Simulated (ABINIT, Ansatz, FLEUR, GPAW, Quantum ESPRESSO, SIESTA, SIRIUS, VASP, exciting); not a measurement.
**One calculation of Pb, 9 ways**

```
Pb
1.0
    -0.00696    2.46968    2.44843
     2.44759   -0.02698    2.46845
     2.45382    2.49594   -0.03322
Pb
1
Direct
  0.98764 0.00709 0.01656
```

The given cell was strained at random by a few per cent at fixed volume.

Alike in all runs: task single point; functional PBEsol; k mesh 9 × 9 × 9; occupations fermi-dirac, width 0.05 eV; no spin polarisation; no spin-orbit coupling. Pressure is positive in compression and, in plane waves, holds the error of the finite cutoff.

| program and potentials | plane-wave cutoff (eV) | notes | pressure (GPa) | energy over the undisturbed cell (meV/atom) |
| --- | --- | --- | --- | --- |
| exciting, all-electron LAPW+lo, shipped species files, valence relativity iora* | - | - | - | 2.09 |
| ABINIT, PseudoDojo NC SR PBEsol v0.4.1 standard | 762 | - | -0.56 | 1.91 |
| SIRIUS, PseudoDojo 0.4.1 PBEsol standard (scalar relativistic) | 765 | - | -0.56 | 1.91 |
| SIESTA, files PseudoDojo sr-pbesol-0.4.1-standard, DZP (energy shift 0.003 Ry; two zetas on semicore shells) | - | atomic basis | 0.05 | 1.91 |
| FLEUR, all-electron, FLAPW | - | - | - | 1.92 |
| GPAW, PAW data sets generated for this functional | 600 | - | -0.84 | 1.83 |
| Ansatz, all-electron LAPW, scalar-relativistic | - | - | -0.58 | - |
| VASP, PBE PAW files Pb_d, 520 eV | 520 | potentials made for PBE | ? | - |
| Quantum ESPRESSO, GBRV 1.5 PBEsol | 612 | - | -0.79 | 1.89 |

Task: Estimate from the other rows what the run with VASP, PBE PAW files Pb_d, 520 eV gave.

Result: Pressure -0.66 GPa. The other rows, which needn't bracket it: pressure -0.84 to 0.05; energy over the undisturbed cell 1.83 to 2.09.
